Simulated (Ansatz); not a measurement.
What does this script print? It uses the Ansatz DFT code, driven from Python.

Script `pbse.py`:
```python
"""Retry the SCF of PbSe with other mixing until it converges."""

import ansatz

SMEARING = "Fixed"
XC = "LDA"


def main() -> None:
    system = (
        ansatz.Lattice.of((2.15488, -6.13395, 0.0), (2.15488, 6.13395, 0.0), (0.0, 0.0, 4.45049))
        .atom("Pb", (0.63176, 0.36824, 0.75))
        .atom("Pb", (0.36824, 0.63176, 0.25))
        .atom("Se", (0.86129, 0.13871, 0.75))
        .atom("Se", (0.13871, 0.86129, 0.25))
    )

    calc = (
        system.calculation()
        .occupations(SMEARING)
        .functional(XC)
        .basis(35 * ansatz.Ry)
        .kpoints(4)  # the mesh must be finer for metals
        .pseudopotentials("paw")
    )

    attempts = [
        dict(mixer="anderson", beta=0.9, budget=6),
        dict(mixer="broyden", beta=0.3, budget=40),
        dict(mixer="msr1", beta=0.2, budget=100),
    ]
    for attempt in attempts:
        try:
            outcome = calc.mixing(attempt["mixer"], beta=attempt["beta"]).scf(max_iterations=attempt["budget"]).run()
        except ansatz.NonConvergedError as error:
            print(attempt, "->", str(error).split(";")[0][:110])
            continue
        print(attempt, "-> converged in", outcome.report["n_iterations"], "iterations, F =", round(outcome.report["free_energy_ev"], 5), "eV")
        break
    else:
        raise SystemExit("no attempt converged")


if __name__ == "__main__":
    main()
```

```console
$ python pbse.py
{'mixer': 'anderson', 'beta': 0.9, 'budget': 6} -> converged in 6 iterations, F = -33973.04294 eV
```

Notes:
- Absolute energies stand on the zero of these potentials, so only differences at equal settings mean something. A total without «per atom» is that of the cell as typed.
- Spin-orbit coupling, which matters for elements this heavy, is left out.
- This cell is a computed structure, which may not be the phase found in nature.
- It ran for 4.3 s on 1 thread of Arm Neoverse V2, on a shared host, peak memory 0.45 GiB.

(Lines on the test bed's own set-up are left out of the output.)
